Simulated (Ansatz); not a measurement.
## Relaxing Eu in the hcp type

First guess:

```yaml
crystal:
  lattice:
    - [3.62215, 0.00000, 0.00000]
    - [-1.81107, 3.13687, 0.00000]
    - [0.00000, 0.00000, 5.86788]
  atoms:
    - { symbol: Eu, position: [0.33333, 0.66667, 0.25000] }
    - { symbol: Eu, position: [0.66667, 0.33333, 0.75000] }
```

The calculation used Ansatz 0.2.0, DFT, PBE, PAW with Ansatz's default frozen-core files, scalar-relativistic.

Cell and atoms relax within the symmetry of the start on a 12×12×6 k mesh with 0.05 eV Fermi–Dirac smearing, from parallel moments.

The start is built from a prototype, known or not as a phase of this compound; the cutoff is 420 eV.

Where the f shell is localised, expect the real compound to differ from this run without U.

No spin–orbit coupling, which matters for the heavy atoms here.

The magnetic state is the one reached from parallel moments; other orders may lie lower.

Task: What is the pressure of the first guess?

Result: 4.74 GPa.

Task: What does it relax to?

Result: a = 3.922 Å, b = 3.922 Å, c = 6.292 Å, α = 90.00°, β = 90.00°, γ = 120.00° (conventional cell), 41.91 Å³ per atom:
```xyz
2
Lattice="3.9222 0.0000 0.0000 -1.9611 3.3967 0.0000 0.0000 0.0000 6.2921" Properties=species:S:1:pos:R:3 pbc="T T T"
Eu    0.0000    2.2645    1.5730
Eu    1.9611    1.1322    4.7190
```

Task: How much energy does the relaxation release?

Result: 113 meV/atom.

Task: What moment does the relaxed primitive cell (2 atoms) carry?

Result: 15.14 μB.
